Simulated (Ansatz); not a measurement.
# NbP, a known structure type with other elements, at an estimated volume

```yaml
crystal:
  lattice:
    - [0.00000, 3.33763, 0.00000]
    - [3.33763, 0.00000, 0.00000]
    - [1.66881, 1.66881, -5.70805]
  atoms:
    - { symbol: Nb, position: [0.00000, 0.00000, 0.00000] }
    - { symbol: Nb, position: [0.75000, 0.25000, 0.50000] }
    - { symbol: P, position: [0.50000, 0.50000, 0.00000] }
    - { symbol: P, position: [0.25000, 0.75000, 0.50000] }
```

Level: PBE, with U_eff = 1.33 eV on Nb d (all-electron-ortho-atomic projectors), non-collinear spin; 420 eV; 6×6×6 Γ-centred mesh; fermi-dirac occupations (width 0.0502 eV); Ansatz 0.2.0, fixed geometry.

The state carries no moments; the state need not be the lowest.

Are the atoms at rest?

The forces vanish by the symmetry of the sites.

Is the cell too large or too small?

The pressure is 17.1 GPa (compression positive), so with the atoms held at these fractions the cell would first expand. The principal stresses -10.5, 30.9, 30.9 GPa differ, so its shape would change too.

Give the Bader charges.

Bader charges in e: Nb +1.03, P -1.03. In the mean Nb gives up most and P takes most.

Metal or insulator?

It is a metal, with about 2 states/eV a cell as the mean within 0.25 eV of the Fermi level, mostly Nb d (82 %).

Origin: a known structure type with other elements, at an estimated volume, so it need not be a known compound. Caveats: the k mesh is coarse if the cell is a metal; atoms or cell far from equilibrium.
